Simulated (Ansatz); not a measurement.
Crystal: InSe.

```xyz
4
Lattice="2.0000 1.1547 8.4400 -2.0000 1.1547 8.4400 0.0000 -2.3094 8.4400" Properties=species:S:1:pos:R:3 pbc="T T T"
In    0.0000    0.0000   22.4994
In    0.0000    0.0000    0.0000
Se    0.0000    0.0000    4.3525
Se    0.0000    0.0000    9.7102
```

```yaml
Program: Ansatz 0.2.0
Task: relaxation of cell and atoms
Functional: LDA
Potentials_or_basis: Ansatz PAW
Cutoff: "420 eV (not typed: the program's choice for these potentials)"
k_mesh: 8 × 8 × 8
Occupations: fermi-dirac, width 0.05 eV
Spin: no spin polarisation
```

At the start: volume 29.24 Å³/atom.

Where does the relaxation end?

It ends after 6 steps and the volume is 27.80 Å³/atom (-4.9 %); space group R3m (No. 160, to 0.05 Å).

The path:
```tsv
step	energy change (eV)	largest force (eV/Å)	volume (Å³)
1	0.0000	0.2372	116.95
2	-0.0253	0.1044	113.63
3	-0.0315	0.0496	110.59
4	-0.0321	0.0180	111.24
5	-0.0322	0.0011	111.20
6	-0.0313	0.0012	111.20
```

Final structure:
```xyz
4
Lattice="1.9868 1.1471 8.1323 -1.9868 1.1471 8.1323 0.0000 -2.2942 8.1323" Properties=species:S:1:pos:R:3 pbc="T T T"
In    0.0000    0.0000   21.6671
In    0.0000    0.0000    0.0127
Se    0.0000    0.0000    4.1367
Se    0.0000    0.0000    9.4125
```

Caveat: the plane-wave basis is chosen anew once the cell has moved, so the energies of steps on either side of that aren't comparable; the PAW data sets come from PBE, with cores solved anew for the run's functional, which leaves a small shift of forces and pressure.
